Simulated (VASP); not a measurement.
Set up this calculation in VASP 6.6.1, as the native input.

```yaml
Task: single point
Functional: LDA
Potentials_or_basis: VASP PAW LDA potentials, release 64 (Si)
Cutoff: 520 eV
k_mesh: 12 × 12 × 12
Occupations: gaussian, width 0.02 eV
Spin: no spin polarisation
Dipole_correction: no
Further_INCAR_settings: ALGO = Normal; EDIFF = 1e-06; NBANDS = 11
```

The structure of Si lies in POSCAR:

```
Si
1.0
    0.0000000000      2.7009713491      2.7009713491
    2.7009713491      0.0000000000      2.7009713491
    2.7009713491      2.7009713491      0.0000000000
Si
2
Direct
    0.0000000000      0.0000000000      0.0000000000
    0.2500000000      0.2500000000      0.2500000000
```

These files were run (other wordings do the same):

INCAR

```
PREC = Accurate ; ENCUT = 520
EDIFF = 1E-6 ; ISMEAR = 0
SIGMA = 0.02 ; LREAL = F
LASPH = T ; NELM = 100
ALGO = Normal ; ISIF = 2
LWAVE = F ; LCHARG = T
GGA = CA ; LELF = T
LVHAR = T ; NBANDS = 11
```

KPOINTS

```
Automatic mesh
0
Gamma
  12 12 12
```

Potentials or basis: VASP PAW LDA potentials, release 64 (Si).

Launch:

```sh
$ cat potpaw_LDA.64/Si/POTCAR > POTCAR
$ mpirun -np 1 vasp_std > vasp.out
```

It gave:

* Pressure: 0.0 GPa
* Band gap on the k mesh: 0.44 eV, indirect (least direct gap 2.53 eV)

Run time: 14 s on 1 thread of Intel(R) Xeon(R) Platinum 8375C CPU @ 2.90GHz (Ice Lake), with other jobs on the host, peak memory 0.14 GiB.
